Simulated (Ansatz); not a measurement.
BaTiO₃: moving O off its site

BaTiO₃, R3m, a = 5.726 Å, c = 7.069 Å. The structure is a COD entry; whether it is the stable form wasn't checked. Ansatz: PBE, PAW, 420 eV, Γ-centred 6×6×6 mesh on 5 atoms, Gaussian smearing 0.05 eV; no spin polarisation.

```xyz
5
Lattice="2.8631 1.6530 2.3563 -2.8631 1.6530 2.3563 0.0000 -3.3060 2.3563" Properties=species:S:1:pos:R:3 pbc="T T T"
Ba    0.0000    0.0000    0.0350
Ti    0.0000    0.0000    3.6701
O     0.0000   -1.6179    4.6055
O    -1.4011    0.8089    4.6055
O     1.4011    0.8089    4.6055
```

Atom 3 (O) moves by x along the unit vector (0.000, 0.000, 1.000), with its periodic images; all else is held. y is the free energy of the cell over the start, F the force along the path summed over the moved atoms.

| x (Å) | y (meV) | F (eV/Å) |
| --- | --- | --- |
| -0.200 | 142.9 | 1.48 |
| -0.150 | 78.8 | 1.08 |
| -0.100 | 34.4 | 0.70 |
| -0.050 | 8.4 | 0.34 |
| 0.000 | 0.0 | 0.00 |
| 0.050 | 8.1 | -0.32 |
| 0.100 | ? | ? |
| 0.150 | 70.4 | -0.91 |
| 0.175 | 95.0 | -1.05 |
| 0.200 | 123.0 | -1.19 |

Task: Fit y = c2 x² + c3 x³ + c4 x⁴ to the energies of the other rows, give the force constant, and predict energy and force of the missing row.

Result: Least squares on the rows shown. y = 3307 x² − 1244 x³ + 428.1 x⁴. The force constant is 2 c2 = 6.61 eV/Å² (for all images moving together, not for a lone atom). The force −dy/dx at the missing row is -0.63 eV/Å (computed -0.63). At x = 0.100 the fit asked for gives 31.9 meV. The run gave 31.9 meV, the same to the digits shown.

Cost: 10 runs of about 1.6 core-minutes in all, on Arm Neoverse V2 (shared hosts).